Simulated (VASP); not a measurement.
Here is a VASP 6.6.1 calculation.

File POSCAR:

```
Bi2Te3
1.0
    2.2140216084      1.2782659716      9.9422646035
   -2.2140216084      1.2782659716      9.9422646035
    0.0000000000     -2.5565319432      9.9422646035
Bi Te
2 3
Direct
    0.8102900479      0.8102900479      0.8102900479
    0.3997186626      0.3997186626      0.3997186626
    0.6052614232      0.6052614232      0.6052614232
    0.2020997415      0.2020997415      0.2020997415
    0.0076301249      0.0076301249      0.0076301249
```

Contents of INCAR.step1:

```
SYSTEM = Bi2Te3
  PREC = Accurate
  ENCUT = 520
  ISMEAR = 0
  SIGMA = 0.1
  LREAL = .False.
  LASPH = .True.
  NELM = 100
  NBANDS = 32
  GGA = PE
  ALGO = Normal
  EDIFF = 1E-4
  LWAVE = .True.
  LCHARG = .False.
```

The input INCAR.step2:

```
SYSTEM = Bi2Te3
  PREC = Accurate
  ENCUT = 520
  EDIFF = 1E-7
  ISMEAR = 0
  SIGMA = 0.1
  LREAL = .False.
  LASPH = .True.
  NELM = 100
  ALGO = Normal
  ISIF = 2
  LWAVE = .False.
  LCHARG = .False.
  METAGGA = R2SCAN
  LMIXTAU = .True.
  NBANDS = 32
  ISTART = 1
```

File KPOINTS:

```
Automatic mesh
0
Gamma
  6 6 6
  0 0 0
```

Potentials or basis: VASP PAW PBE potentials, release 64 (Bi_d, Te).

Launch:

```console
$ cat potpaw_PBE.64/Bi_d/POTCAR potpaw_PBE.64/Te/POTCAR > POTCAR
$ cp INCAR.step1 INCAR
$ mpirun -np 1 vasp_std > vasp.out
$ cp INCAR.step2 INCAR
$ mpirun -np 1 vasp_std > vasp.out
```

(1) What does it give for the pressure?

(2) What does it give for the largest force?

## Answers

(1) 0.0 GPa.

(2) 0.052 eV/Å.

Caveat: the PAW data sets were made with another functional, which shifts forces and pressure a little.
